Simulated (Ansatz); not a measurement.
All numbers below come from DFT PBE, scalar-relativistic, plane waves, PAW in Ansatz. Settings: cutoff 420 eV, Γ-centred meshes spaced at most about 0.3 Å⁻¹ (2π included), Gaussian smearing. No spin polarisation in the final relaxations.

The zero of energy is the elements' standard structures at the same level; no fitted shifts are applied.

A relaxed structure of ZnS has 20.19 Å³/atom, −0.819 eV/atom against the elements, a gap of 2.08 eV on its mesh:

```cif
data_structure
_symmetry_space_group_name_H-M 'P 1'
_symmetry_Int_Tables_number 1
_cell_length_a 3.8456
_cell_length_b 3.8456
_cell_length_c 6.3071
_cell_angle_alpha 90.000
_cell_angle_beta 90.000
_cell_angle_gamma 120.000
_cell_volume 80.78
loop_
_atom_site_label
_atom_site_type_symbol
_atom_site_fract_x
_atom_site_fract_y
_atom_site_fract_z
_atom_site_occupancy
Zn1 Zn 0.66667 0.33333 0.64542 1
Zn2 Zn 0.33333 0.66667 0.14542 1
S1 S 0.66667 0.33333 0.01987 1
S2 S 0.33333 0.66667 0.51987 1
```

Task: Predict cell, energy and gap of CdS with the same space group and Wyckoff sites.

Result: CdS has a = 4.197 Å, c = 6.828 Å: 26.04 Å³/atom, −0.660 eV/atom against the elements, a gap of 1.11 eV on its mesh. The volume per atom changes by +28.9 % and the formation energy by +0.160 eV/atom (from unrounded values). The gap narrows by 0.97 eV. Covalent radii: Zn 1.22 Å, Cd 1.44 Å; electronegativities 1.65 and 1.69. The cell follows the size of the atom. Around Cd lie 4 S at 2.57 Å; S is surrounded by 4 Cd at 2.57 Å.

```cif
data_structure
_symmetry_space_group_name_H-M 'P6_3mc'
_symmetry_Int_Tables_number 186
_cell_length_a 4.1967
_cell_length_b 4.1967
_cell_length_c 6.8279
_cell_angle_alpha 90.000
_cell_angle_beta 90.000
_cell_angle_gamma 120.000
_cell_volume 104.14
loop_
_atom_site_label
_atom_site_type_symbol
_atom_site_symmetry_multiplicity
_atom_site_Wyckoff_symbol
_atom_site_fract_x
_atom_site_fract_y
_atom_site_fract_z
_atom_site_occupancy
Cd1 Cd 2 b 0.33333 0.66667 0.67433 1
S1 S 2 b 0.66667 0.33333 0.79770 1
```

The two cells were relaxed from separate starts that ended on the same group and sites; neither need be the stable form of its compound. Kohn–Sham gaps at this level usually fall short of measured ones. The reference form of S is held partly by dispersion forces, which this level lacks. Cells relaxed within their symmetry can be saddle points.
